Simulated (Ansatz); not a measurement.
# LiCl (Fm-3m) in Ansatz: relaxation of cell and atoms with PBE

Aim: the relaxation of cell and atoms of LiCl with PBE.

Everything below comes from runs of Ansatz 0.2.0. Logs are shortened: lines on timing, memory, paths and dates and some standing lists are left out, and cuts for length are marked.

## 1. The structure

The structure is cubic, space group Fm-3m (No. 225). Conventional cell: a = 5.130 Å, b = 5.130 Å, c = 5.130 Å, α = 90.00°, β = 90.00°, γ = 90.00°. Cl (site symmetry m-3m) is surrounded by 6 Li at 2.56 Å. Li (site symmetry m-3m) is surrounded by 6 Cl at 2.56 Å.

## 2. Relaxation of cell and atoms, PBE

input.yaml reads:

```yaml
crystal:
  lattice:
    - [0.0, 2.56477, 2.56477]
    - [2.56477, 0.0, 2.56477]
    - [2.56477, 2.56477, 0.0]
  atoms:
    - { symbol: Cl, position: [0.5, 0.5, 0.5] }
    - { symbol: Li, position: [0.0, 0.0, 0.0] }
kpoints:
  mp_grid: { grid: [9, 9, 9] }
scf:
  occupations: { method: fermi_dirac, width: 0.05 }
hamiltonian:
  xc: pbe
  pseudopotentials: { kind: all_electron, lapw: { basis_error: 0.001 } }
output:
  forces: true
  stress: true
relax:
  f_tol: 0.005
  max_steps: 60
  cell: {}
```

Potentials or basis: all-electron LAPW, scalar-relativistic.

Run with:

```
> ansatz run input.yaml --threads 1 --pin off --max-ram 3072MiB --backend cpu --events-out ev --progress --plain --runs-dir out
```

Output:

```text
Warning: RAYON_NUM_THREADS=1 ignored (pool sized by the plan → 1); use --threads N
The last accepted step is kept in <dir> (removed where the run ends without a failure and the disk answers)
LAPW: plane waves up to 6.713 Å⁻¹, error target 1.0e-3 eV per atom; small_component_spin mean_spin; Li in spheres of 1.093 Å, 3 of its electrons in bands, Dirac shells []; Cl in spheres of 1.394 Å, 15 of its electrons in bands, Dirac shells [] (how accurate: hamiltonian.pseudopotentials.lapw.basis_error, Limitations)
Engine: ansatz 0.2.0, aarch64-unknown-linux-gnu
Pseudopotentials: kind: all_electron
Pseudopotential: Cl, LAPW, valence charge 15, lapw/all_electron/scalar/gaussian/Cl, Koelling and Harmon's equation, gaussian nucleus
Pseudopotential: Li, LAPW, valence charge 3, lapw/all_electron/scalar/gaussian/Li, Koelling and Harmon's equation, gaussian nucleus
Functional definition: PBE
  parameter kappa = 0.804
  parameter beta = 0.06672455060314922
  exchange = pbe_x(kappa = kappa, mu = beta*pi^2/3)
  correlation = pbe_c(beta = beta)
Crystal: 2 atoms, lattice volume = 33.742 Å³
Basis set: ecut = 171.68345395943825 eV, 169 PW (Γ), exchange–correlation at level 2
Bands: 13, of which v1, the nominal top of the filled ones, is band 9 counted from 1 (8 counted from 0)
Symmetry: 48 space group operations
Space group: Fm-3m (ITA 225), of the structure as read, at distance tolerance 3.2e-5 Å
k-points: 35 of 729
Non-local potential: Cl, projectors of the file, none
Non-local potential: Li, projectors of the file, none
Initial density: superposition of atomic densities (chi_scale 0.1, normalization cell, long waves kept (reshape's long-wave potential 0.00 eV rms))
Initial wavefunctions: plane waves of lowest kinetic energy (no species holds an atomic orbital)
Functional: x = pbe(κ = 0.804, μ = 0.2195149727645171), c = pbe(β = 0.06672455060314922)
iter 1 solved again at ethr=9.37e-4 eV; its pass at ethr=1.00e-1 eV (dr2=1.69e-1 eV) is discarded
SCF iter   1: F=—  HF=-12766.424599 eV  |F-HF|=—  |Δ(HF+E_count)|=         —  Δρ=1.83e-2  dr2=1.68e-1  ethr=9.37e-4  ⟨swp⟩=2.1  Hψ=3059  notcnv=0
preconditioner: auto → none  [insulator: Δε(μ)=6.549 eV  Ē_g=14.386 eV  σ=0.050 eV  W_gap=1.00  n_scr=14 (ndim 8)  ℏωp=18.1 eV  f_vac=0.000  D(μ)=0.00/eV (n_scr^D=0)  ε∞_Penn≈2.6]
iter 2 solved again at ethr=6.44e-5 eV; its pass at ethr=9.35e-4 eV (dr2=1.16e-2 eV) is discarded
SCF iter   2: F=—  HF=-12766.357815 eV  |F-HF|=—  |Δ(HF+E_count)|=   6.68e-2  Δρ=5.05e-3  dr2=1.16e-2  ethr=6.44e-5  ⟨swp⟩=2.0  Hψ=2316  notcnv=0
SCF iter   3: F=—  HF=-12766.364887 eV  |F-HF|=—  |Δ(HF+E_count)|=         —  Δρ=2.52e-3  dr2=2.95e-3  ethr=6.44e-5  ⟨swp⟩=2.0  Hψ=1365  notcnv=0
the basis was enlarged: its passes take 65.5 KiB over the memory plan, 1 of 1 planned eigensolver slots
SCF iter   4: F=—  HF=-12766.367505 eV  |F-HF|=—  |Δ(HF+E_count)|=   2.62e-3  Δρ=1.81e-4  dr2=1.26e-5  ethr=1.64e-5  ⟨swp⟩=2.8  Hψ=1411  notcnv=0
SCF iter   5: F=-12766.367536 eV  HF=-12766.367536 eV  |F-HF|=3.51e-7  |Δ(HF+E_count)|=   3.09e-5  Δρ=1.67e-5  dr2=8.82e-8  ethr=7.02e-8  ⟨swp⟩=3.0  Hψ=1329  notcnv=0
SCF 1 converged in 5 iterations: F = -12766.367536 eV  dr2 = 8.82e-8
relax step   1: F+E_penalty+E_count = -12766.36753595 eV  Δ(F+E_penalty+E_count) = +0.000e0 eV  max|allowed force component| = 1.202e-30 eV/Å  Δτ_max = 0.0000 Å  P = +0.401 GPa  Ω = 33.742 Å³  (5 SCF iters, accepted)
Crystal: 2 atoms, lattice volume = 34.022 Å³
Basis set: ecut = 170.74171718374967 eV, 169 PW (Γ), exchange–correlation at level 2
Initial density: handed on by an earlier stage of this run
Initial wavefunctions: those handed on with the density
iter 1 solved again at ethr=4.02e-8 eV; its pass at ethr=1.00e-1 eV (dr2=7.23e-6 eV) is discarded
SCF iter   1: F=—  HF=-12766.368003 eV  |F-HF|=—  |Δ(HF+E_count)|=         —  Δρ=1.19e-4  dr2=7.68e-6  ethr=4.02e-8  ⟨swp⟩=5.1  Hψ=2545  notcnv=0
preconditioner: auto → none  [insulator: Δε(μ)=6.281 eV  Ē_g=14.079 eV  σ=0.050 eV  W_gap=1.00  n_scr=14 (ndim 8)  ℏωp=18.0 eV  f_vac=0.006  D(μ)=0.00/eV (n_scr^D=0)  ε∞_Penn≈2.6]
iter 2 solved again at ethr=2.53e-9 eV; its pass at ethr=4.02e-8 eV (dr2=4.55e-7 eV) is discarded
SCF iter   2: F=—  HF=-12766.367998 eV  |F-HF|=—  |Δ(HF+E_count)|=   5.20e-6  Δρ=2.92e-5  dr2=4.54e-7  ethr=2.53e-9  ⟨swp⟩=2.0  Hψ=2135  notcnv=0
SCF iter   3: F=—  HF=-12766.367998 eV  |F-HF|=—  |Δ(HF+E_count)|=   2.61e-7  Δρ=1.47e-5  dr2=1.15e-7  ethr=2.52e-9  ⟨swp⟩=2.0  Hψ=1225  notcnv=0
SCF iter   4: F=-12766.367998 eV  HF=-12766.367998 eV  |F-HF|=1.62e-9  |Δ(HF+E_count)|=   9.69e-8  Δρ=1.18e-6  dr2=6.04e-10  ethr=6.40e-10  ⟨swp⟩=2.7  Hψ=1260  notcnv=0
SCF 2 converged in 4 iterations: F = -12766.367998 eV  dr2 = 6.04e-10
relax step   2: F+E_penalty+E_count = -12766.36799843 eV  Δ(F+E_penalty+E_count) = -4.625e-4 eV  max|allowed force component| = 5.695e-30 eV/Å  Δτ_max = 0.0000 Å  P = +0.131 GPa  Ω = 34.022 Å³  (4 SCF iters, accepted)
Crystal: 2 atoms, lattice volume = 34.158 Å³
Basis set: ecut = 170.28697209757752 eV, 169 PW (Γ), exchange–correlation at level 2
iter 1 solved again at ethr=1.09e-8 eV; its pass at ethr=1.00e-1 eV (dr2=1.96e-6 eV) is discarded
SCF iter   1: F=—  HF=-12766.368057 eV  |F-HF|=—  |Δ(HF+E_count)|=         —  Δρ=6.03e-5  dr2=1.99e-6  ethr=1.09e-8  ⟨swp⟩=5.1  Hψ=2542  notcnv=0
preconditioner: auto → none  [insulator: Δε(μ)=6.258 eV  Ē_g=14.059 eV  σ=0.050 eV  W_gap=1.00  n_scr=14 (ndim 8)  ℏωp=18.0 eV  f_vac=0.006  D(μ)=0.00/eV (n_scr^D=0)  ε∞_Penn≈2.6]
iter 2 solved again at ethr=7.14e-10 eV; its pass at ethr=1.09e-8 eV (dr2=1.29e-7 eV) is discarded
SCF iter   2: F=—  HF=-12766.368055 eV  |F-HF|=—  |Δ(HF+E_count)|=   2.31e-6  Δρ=1.51e-5  dr2=1.28e-7  ethr=7.14e-10  ⟨swp⟩=2.0  Hψ=2135  notcnv=0
SCF iter   3: F=-12766.368055 eV  HF=-12766.368055 eV  |F-HF|=1.62e-8  |Δ(HF+E_count)|=   3.29e-8  Δρ=7.39e-6  dr2=3.05e-8  ethr=7.13e-10  ⟨swp⟩=2.0  Hψ=1225  notcnv=0
SCF 3 converged in 3 iterations: F = -12766.368055 eV  dr2 = 3.05e-8
relax step   3: F+E_penalty+E_count = -12766.36805473 eV  Δ(F+E_penalty+E_count) = -5.630e-5 eV  max|allowed force component| = 3.446e-31 eV/Å  Δτ_max = 0.0000 Å  P = +0.002 GPa  Ω = 34.158 Å³  (3 SCF iters, accepted)
iter 1 solved again at ethr=1.69e-10 eV; its pass at ethr=1.00e-1 eV (dr2=3.05e-8 eV) is discarded
SCF iter   1: F=—  HF=-12766.368056 eV  |F-HF|=—  |Δ(HF+E_count)|=         —  Δρ=7.40e-6  dr2=3.06e-8  ethr=1.69e-10  ⟨swp⟩=4.1  Hψ=2477  notcnv=0
preconditioner: auto → none  [insulator: Δε(μ)=6.256 eV  Ē_g=14.057 eV  σ=0.050 eV  W_gap=1.00  n_scr=14 (ndim 8)  ℏωp=18.0 eV  f_vac=0.006  D(μ)=0.00/eV (n_scr^D=0)  ε∞_Penn≈2.6]
SCF iter   2: F=-12766.368054 eV  HF=-12766.368054 eV  |F-HF|=5.76e-9  |Δ(HF+E_count)|=   1.13e-6  Δρ=3.61e-6  dr2=7.18e-9  ethr=1.69e-10  ⟨swp⟩=3.0  Hψ=1260  notcnv=0
SCF 4 converged in 2 iterations: F = -12766.368054 eV  dr2 = 7.18e-9
relax step   4: F+E_penalty+E_count = -12766.36805439 eV  Δ(F+E_penalty+E_count) = +3.406e-7 eV  max|allowed force component| = 2.650e-31 eV/Å  Δτ_max = 0.0000 Å  P = +0.002 GPa  Ω = 34.158 Å³  stress off target by 2.43e-3 GPa  SCF on the basis re-selected at this cell (its energy is not comparable with the rows above)  (2 SCF iters)
basis re-selected at this cell: Δ(F+E_penalty+E_count) = +3.406e-7 eV, ΔP = +0.000 GPa vs the last step (what re-selecting the basis moved, after the strain that the cell walked since its last selection, with what the two solves' SCF thresholds leave and, on support functions, any second-order correction that the steps lacked; it is no measure of the basis error at this ecutwfc). This SCF's stress stands 2.43e-3 GPa from its target on what of the cell is left free (relax.cell.stress_tol is 5.00e-2 GPa) and its largest allowed force component is 2.65e-31 eV/Å (relax.f_tol is 5.00e-3 eV/Å): within both
SCF converged after 2 iterations
Free energy (F): -12766.368054 eV
Harris-Foulkes:  -12766.368054 eV  (|F-HF|=5.76e-9)
Internal energy: -12766.368054 eV  (E = F + TS)
E sigma→0 (E₀):  -12766.368054 eV
Fermi energy:    5.163392 eV
--- Per-component energies (eV) ---
  E_band       = -1668.169820
  E_kinetic    = 12829.411586
  E_xc         = -819.614444
  E_electrostatic = -24776.165196  (all electrons and nuclei)
  E_smearing   = -0.000000  (= −TS)
  E_closure    = 0.000000  (closes the sum)
  E_atoms      = -12759.011177  (free atoms, spherical and without spin; not in F)
  Σ components = -12766.368054   (vs F -12766.368054, Δ=0.00e0)
  Basis errors (estimates in eV, not in F): energy 3.7e-4 per atom: plane waves 3.2e-4 (1.8e-4 summed), levels above the bands 4.3e-66, relativity 2.3e-9, radial functions 4.9e-5, core shells 1.8e-15; eigenvalues (radial functions only) 9.2e-6; not estimated: angular momenta, meshes, grids; target (lapw.basis_error) 1.0e-3; muffin-tin radii Li 1.098 Å, Cl 1.400 Å
--- Forces (eV/Å), atoms counted from 1 ---
  atom   1  Cl     0.00000000    -0.00000000     0.00000000
  atom   2  Li    -0.00000000     0.00000000     0.00000000
  max |Σ_I F_I| component: 3.90e-31 eV/Å
--- Stress (GPa, compression-positive) ---
        0.002431      -0.000000      -0.000000
       -0.000000       0.002431      -0.000000
       -0.000000      -0.000000       0.002431
  P = ⅓ Tr σ = 0.0024 GPa (0.024 kbar)
--- Relaxed structure (3 steps of the walk, 3 accepted, 1 SCFs on fresh bases) ---
  F+E_penalty+E_count = -12766.36805439 eV   max|allowed force component| = 2.650e-31 eV/Å   (the final SCF, on the basis selected at the relaxed cell)
  cell:  # Å, volume = 34.1583 Å³
    - [6.878752244409047e-34, 2.5752650532261256, 2.5752650532261256]
    - [2.5752650532261256, -6.878752244409046e-34, 2.5752650532261256]
    - [2.5752650532261256, 2.5752650532261256, 3.8215290246716928e-34]
  atoms:
    - { symbol: Cl, position: [0.5, 0.5, 0.5] }
    - { symbol: Li, position: [-3.911027158758866e-37, -4.028403499635536e-47, 6.25764345461649e-36] }
```

Wall time 4.7 s (1 thread of Arm Neoverse V2, shared host); peak memory 0.23 GiB.

What came out:

```
Free energy                            : -12766.3681 eV
Relaxed volume                         : 17.08 Å³/atom
Relaxed cell                           : a = 3.642 Å, b = 3.642 Å, c = 3.642 Å, α = 60.00°, β = 60.00°, γ = 60.00°
Space group after relaxing (to 0.05 Å) : Fm-3m (No. 225)
Energy gained by relaxing              : 0.3 meV/atom
Ionic steps                            : 4
Pressure after relaxing                : 0.0 GPa
Band gap on the k mesh                 : 6.26 eV
```

The path:
```
step  energy change (eV)  largest force (eV/Å)  volume (Å³)
   1              0.0000                0.0000        33.74
   2             -0.0005                0.0000        34.02
   3             -0.0005                0.0000        34.16
   4             -0.0005                0.0000        34.16
```

Final structure:
```
CELL_PARAMETERS angstrom
0.00000 2.57527 2.57527
2.57527 0.00000 2.57527
2.57527 2.57527 0.00000
ATOMIC_POSITIONS crystal
Cl 0.50000 0.50000 0.50000
Li 0.00000 0.00000 0.00000
```

Caveat: an odd mesh through Γ misses points on the zone boundary, where band edges often lie.
